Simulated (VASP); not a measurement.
Input of a VASP 6.6.1 run:

Contents of INCAR:

```
  ALGO = Normal
  EDIFF = 1E-7
  EDIFFG = -0.005
  ENCUT = 300
  GGA = PE
  IBRION = 2
  ISIF = 3
  ISMEAR = 0
  LASPH = T
  LCHARG = F
  LREAL = F
  LWAVE = F
  NELM = 80
  NSW = 90
  PREC = Accurate
  SIGMA = 0.03
```

Contents of KPOINTS:

```
k-points
0
Gamma
  2 2 2
```

File POSCAR:

```
BaZrS3                                  
1.0
    7.1876000342      0.0000000000     -0.0000000000
    0.0000000000     10.0138051901      0.0000000000
   -0.0000000000      0.0000000000      7.0475188510
  Ba              Zr              S             
     4     4    12
Direct
     0.0509728572512502    0.2500000000000000    0.0116803817956582
     0.4490271427487498    0.7500000000000000    0.5116803817956582
     0.5509728572512502    0.2500000000000000    0.4883196182043419
     0.9490271427487498    0.7500000000000000    0.9883196182043418
     0.0000000000000000    0.0000000000000000    0.5000000000000000
     0.5000000000000000    0.0000000000000000    0.0000000000000000
     0.5000000000000000    0.5000000000000000    0.0000000000000000
     0.0000000000000000    0.5000000000000000    0.5000000000000000
     0.9928866332856996    0.2500000000000000    0.5663258819100849
     0.5071133667143004    0.7500000000000000    0.0663258819100850
     0.4928866332856996    0.2500000000000000    0.9336741180899151
     0.0071133667143004    0.7500000000000000    0.4336741180899150
     0.2117318164681675    0.9647174343156150    0.7883489170349703
     0.2882681835318325    0.0352825656843849    0.2883489170349703
     0.7117318164681677    0.5352825656843850    0.7116510829650297
     0.7882681835318323    0.4647174343156149    0.2116510829650297
     0.7882681835318323    0.0352825656843849    0.2116510829650297
     0.7117318164681677    0.9647174343156150    0.7116510829650297
     0.2882681835318325    0.4647174343156149    0.2883489170349703
     0.2117318164681675    0.5352825656843850    0.7883489170349703
```

Potentials or basis: VASP PAW PBE potentials, release 64 (Ba_sv, Zr_sv, S).

Launch:

```console
$ cat potpaw_PBE.64/Ba_sv/POTCAR potpaw_PBE.64/Zr_sv/POTCAR potpaw_PBE.64/S/POTCAR > POTCAR
$ mpirun -np 4 vasp_std > vasp.out
```

(1) What does it give for the relaxed cell?

(2) What does it give for the space group after relaxing (to 0.05 Å)?

(3) Estimate the relaxed volume.

(4) Estimate the band gap on the k mesh.

Results:

(1) a = 7.189 Å, b = 10.015 Å, c = 7.050 Å, α = 90.00°, β = 90.00°, γ = 90.00°.

(2) Pnma (No. 62).

(3) 25.38 Å³/atom.

(4) 1.04 eV, direct.

Caveat: the k mesh is coarse (spacing up to 0.45 Å⁻¹), so the values aren't converged; the cutoff is under 1.25 times the usual one of these potentials, so pressure, stress and relaxed cells hold a basis-set (Pulay) error; spin-orbit coupling is left out, which moves the levels of the heavy elements.
